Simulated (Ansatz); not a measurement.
C (P6_3/mmc), one atom moved along a line

Computed with DFT PBEsol, scalar-relativistic, plane waves, PAW (Ansatz). The runs took a 420 eV cutoff, a Γ-centred 12×12×6 mesh and Gaussian smearing (0.05 eV). No spin polarisation. Energies are free energies at this smearing, counted from the undisturbed cell; pressure is positive in compression.

Reference structure (relaxed at this level):

```
C
1.0
     2.49881    0.00000    0.00000
    -1.24941    2.16404    0.00000
     0.00000    0.00000    4.16084
C
4
Direct
  0.33333 0.66667 0.06280
  0.66667 0.33333 0.56280
  0.33333 0.66667 0.43720
  0.66667 0.33333 0.93720
```

Atom 1 (C) is moved by x along the Cartesian unit vector (-0.814, -0.470, -0.341); the cell and all other atoms stay fixed.

| x (Å) | ΔE (meV/cell) | force along x on the moved atoms (eV/Å) | pressure (GPa) | gap on the mesh (eV) |
| --- | --- | --- | --- | --- |
| -0.2000 | 604.3 | 5.18 | 4.9 | 0.37 |
| -0.1600 | 408.8 | 4.56 | 3.3 | 0.97 |
| -0.1200 | 242.4 | 3.73 | 1.9 | 1.56 |
| -0.0800 | 113.4 | 2.69 | 0.8 | 2.11 |
| -0.0400 | 29.8 | 1.45 | 0.2 | 2.62 |
| 0.0000 | 0.0 | 0.00 | 0.0 | 3.05 |
| 0.0800 | 136.8 | -3.57 | 1.6 | 2.81 |
| 0.1200 | 321.8 | -5.72 | 3.7 | 2.62 |
| 0.1600 | 597.9 | -8.13 | 6.7 | 2.40 |
| 0.2000 | 976.4 | -10.84 | 10.9 | 2.12 |

Cost: 10 runs of about 0.91 core-minutes in all, on Intel Xeon Platinum 8259CL (Skylake/Cascade Lake) (shared hosts).